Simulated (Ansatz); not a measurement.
Rough cost of magnetic runs on CoSi (Pm-3m) in Ansatz 0.2.0, 1 thread of Arm Neoverse V2, on a shared host.

```
Co Si
1.0
     2.78133    0.00000    0.00000
     0.00000    2.78133    0.00000
     0.00000    0.00000    2.78133
Co Si
1 1
Direct
  0.00000 0.00000 0.00000
  0.50000 0.50000 0.50000
```

```
                                                         run  functional, mesh  k points solved  bands  iterations  wall time (s)  peak memory (GiB)
                                  LAPW: volume scaled by 0.9     PBE, 14×14×14              120     20          18             60               0.61
                                 LAPW: volume scaled by 0.95     PBE, 14×14×14              120     20          16             51               0.62
                                   PAW: no spin polarisation     PBE, 14×14×14              120     15           6            1.8               0.31
PAW: volume scaled by 1.05, start moments a quarter as large     PBE, 14×14×14              120     15          20            7.5               0.34
             PAW: volume scaled by 0.9, no spin polarisation     PBE, 14×14×14              120     15           6            2.7               0.31
                                  PAW: volume scaled by 0.95     PBE, 14×14×14              120     16          15            7.5               0.34
                      PAW: free moments from the typed start     PBE, 14×14×14              120     16          15            7.8               0.34
            PAW: volume scaled by 0.95, no spin polarisation     PBE, 14×14×14              120     15           6            2.3               0.31
            PAW: volume scaled by 0.85, no spin polarisation     PBE, 14×14×14              120     15           6            2.3               0.31
```

(1) Roughly how much dearer is an iteration by LAPW than by PAW among the runs with the first row's mesh and spin treatment (collinear)?

Answers

(1) About 7 times (medians of wall time over iterations; times from a shared host are rough).
